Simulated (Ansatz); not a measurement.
**HfN: pressure against volume**

The task here is to estimate one member of a computed series from the others.

Method: DFT PBE, scalar-relativistic, in Ansatz 0.2.0.

## The system as given

Symmetry: Fm-3m, No. 225, cubic system. The conventional cell has a = 4.512 Å, b = 4.512 Å, c = 4.512 Å, α = 90.00°, β = 90.00°, γ = 90.00°. Hf (site symmetry m-3m) is surrounded by 6 N at 2.26 Å. N (site symmetry m-3m) has 6 Hf at 2.26 Å as nearest neighbours.

Structure file:

```
Hf N
1.0
     0.00000    2.25586    2.25586
     2.25586    0.00000    2.25586
     2.25586    2.25586    0.00000
Hf N
1 1
Direct
  0.00000 0.00000 0.00000
  0.50000 0.50000 0.50000
```

The cell is one relaxed in the Materials Project, used as it stands.

Atoms are numbered in the order of the input: Hf1, N2.

The first run:

input.yaml reads:

```yaml
crystal:
  lattice:
    - [0.0, 2.2102009817, 2.2102009817]
    - [2.2102009817, 0.0, 2.2102009817]
    - [2.2102009817, 2.2102009817, 0.0]
  atoms:
    - { symbol: Hf, position: [0.0, 0.0, 0.0] }
    - { symbol: "N", position: [0.5, 0.5, 0.5] }
kpoints:
  mp_grid: { grid: [16, 16, 16] }
scf:
  occupations: { method: fermi_dirac, width: 0.05 }
hamiltonian:
  xc: pbe
  pseudopotentials: { kind: all_electron, lapw: { basis_error: 0.0005 } }
output:
  forces: true
  stress: true
  eigenvalues: true
```

Steps of the session up to this table: Volume × 0.9405, LAPW; Volume × 0.9405, PAW; Volume × 0.9405, crystal datasets; Volume × 0.98, LAPW; Volume × 0.98, PAW; Volume × 1.02, LAPW; Volume × 1.02, PAW; Volume × 1.06, LAPW; Volume × 1.06, PAW; Volume × 1.06, crystal datasets.

One of the session's tables, all rows but one given; the rest of the session is left out.

| method | volume (Å³/atom) | pressure (GPa) |
| --- | --- | --- |
| LAPW | 10.797 | 27.01 |
| LAPW | 11.250 | 12.83 |
| LAPW | 11.480 | 6.69 |
| LAPW | 11.709 | 1.15 |
| LAPW | 12.169 | -8.35 |
| PAW | 10.797 | 26.91 |
| PAW | 11.250 | ? |
| PAW | 11.480 | 6.62 |
| PAW | 11.709 | 1.09 |
| PAW | 12.169 | -8.41 |
| crystal datasets | 10.797 | 27.01 |
| crystal datasets | 11.480 | 6.69 |
| crystal datasets | 12.169 | -8.35 |

Estimate the missing values for PAW, 11.250.

The run gave: pressure (GPa): 12.76. In the column «pressure (GPa)» it lies between crystal datasets, 11.480 (6.69) and LAPW, 11.250 (12.83).

Caveats from the session: Warnings in the runs' records: gradients without spin orbit, crystal datasets made.
